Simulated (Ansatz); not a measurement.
`CCCCCC1CCCC1` + `CCCCO` → `CCCCOCCCC` + `CC1CCCC1`  (substitution at a C–C bond)

Program: Ansatz. Geometries: PBE0-D4/def2-TZVP. ΔE: electronic, gas phase. CBS: MP2 limit from def2 TZ/QZ plus the TZ coupled-cluster correction, frozen cores. Functionals use def2-TZVPP. One conformer a species, not always the lowest.

CCSD(T)/CBS gives +32.9 kJ/mol.

Task: Another level gave +30.8 kJ/mol. Which?
A. B97M-V/def2-TZVPP
B. CCSD(T)/def2-TZVPP
C. revPBE/def2-TZVPP
D. MP2/def2-TZVPP

Result: B. CCSD(T)/def2-TZVPP 30.8, B97M-V 25.0, revPBE 19.5, MP2/def2-TZVPP 36.6 kJ/mol.

Largest T1 diagnostic among the species: 0.009.

The D4 term adds +6.7 kJ/mol with B3LYP and +4.1 kJ/mol with PBE0; it sums over pairs of atoms, weighted by their polarisabilities, and B3LYP, whose exchange is more repulsive, gets the larger term. At CCSD(T), def2-SVP lies −8.8 kJ/mol from the extrapolated value and def2-TZVPP −2.1 kJ/mol.

CCSD(T)/CBS has its own doubt, a few kJ/mol and more with outer-core shells, so smaller differences from it don't rank the levels.

B3LYP here is the variant with VWN-RPA as its local correlation; programs differ in this.
